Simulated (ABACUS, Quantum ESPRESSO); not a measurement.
This is a calculation of BN for Quantum ESPRESSO 7.5. The cell is a database's computed one, not the measured one.

Contents of pw.in:

```
&CONTROL
  calculation = 'scf'
  prefix = 'pwscf'
  outdir = './tmp'
  pseudo_dir = './pseudo'
  tprnfor = .true.
  tstress = .true.
  disk_io = 'low'
/
&SYSTEM
  ibrav = 0
  nat = 2
  ntyp = 2
  ecutwfc = 45
  ecutrho = 360
  nbnd = 9
  occupations = 'smearing'
  smearing = 'fd'
  degauss = 0.00367493
/
&ELECTRONS
  conv_thr = 4d-10
  electron_maxstep = 120
  mixing_beta = 0.5
/
ATOMIC_SPECIES
N     14.0070 n_pbesol_v1.2.uspp.F.UPF
B     10.8100 b_pbesol_v1.4.uspp.F.UPF
CELL_PARAMETERS angstrom
   0.0000000000    1.8130010000    1.8130010000
   1.8130010000    0.0000000000    1.8130010000
   1.8130010000    1.8130010000    0.0000000000
ATOMIC_POSITIONS crystal
N      0.2500000000    0.2500000000    0.2500000000
B      0.0000000000    0.0000000000    0.0000000000
K_POINTS automatic
13 13 13 0 0 0
```

File pp_density.in:

```
&INPUTPP
  prefix = 'pwscf'
  outdir = './tmp'
  filplot = 'density.dat'
  plot_num = 0
/
&PLOT
  nfile = 1
  filepp(1) = 'density.dat'
  iflag = 3
  output_format = 6
  fileout = 'density.cube'
/
```

Contents of pp_potential.in:

```
&INPUTPP
  prefix = 'pwscf'
  outdir = './tmp'
  filplot = 'potential.dat'
  plot_num = 11
/
&PLOT
  nfile = 1
  filepp(1) = 'potential.dat'
  iflag = 3
  output_format = 6
  fileout = 'potential.cube'
/
```

Potentials or basis: GBRV 1.5 PBEsol.

Run with:

```bash
$ OMP_NUM_THREADS=1 mpirun -n 2 pw.x -nk 2 -in pw.in > pw.out
$ OMP_NUM_THREADS=1 mpirun -n 1 pp.x -in pp_density.in > pp_density.out
$ OMP_NUM_THREADS=1 mpirun -n 1 pp.x -in pp_potential.in > pp_potential.out
```

Question: Set up the same calculation for ABACUS 3.10.1. Potentials or basis there: PseudoDojo NC SR 0.4.1 PBEsol standard, plane waves, cutoff 1143 eV.

Answer: As run (cutoffs and basis follow the program's own potentials, and thresholds, step limits or extra output files can differ):

The input INPUT:

```
INPUT_PARAMETERS
suffix              BN
calculation         scf
basis_type          pw
pseudo_dir          ./
symmetry            1
dft_functional      pbesol
ecutwfc             84
pseudo_rcut         7
nspin               1
nbands              8
ks_solver           dav
smearing_method     fd
smearing_sigma      0.00367493
scf_thr             1e-08
scf_nmax            100
mixing_type         broyden
mixing_beta         0.7
cal_force           1
cal_stress          1
kpar                4
```

File STRU:

```
ATOMIC_SPECIES
N 14.0070 N.upf
B 10.8100 B.upf

LATTICE_CONSTANT
1.8897261246

LATTICE_VECTORS
0.0000000000 1.8130010000 1.8130010000
1.8130010000 0.0000000000 1.8130010000
1.8130010000 1.8130010000 0.0000000000

ATOMIC_POSITIONS
Direct

N
0.0
1
0.2500000000 0.2500000000 0.2500000000 1 1 1

B
0.0
1
0.0000000000 0.0000000000 0.0000000000 1 1 1
```

KPT

```
K_POINTS
0
Gamma
13 13 13 0 0 0
```

Potentials or basis: PseudoDojo NC SR 0.4.1 PBEsol standard, plane waves.

Run with:

```console
$ OMP_NUM_THREADS=1 mpirun -np 4 abacus > log
```

Both were run:

|  | Quantum ESPRESSO | ABACUS |
| --- | --- | --- |
| Pressure | -5.8 GPa | -5.7 GPa |

Pressure is positive in compression.
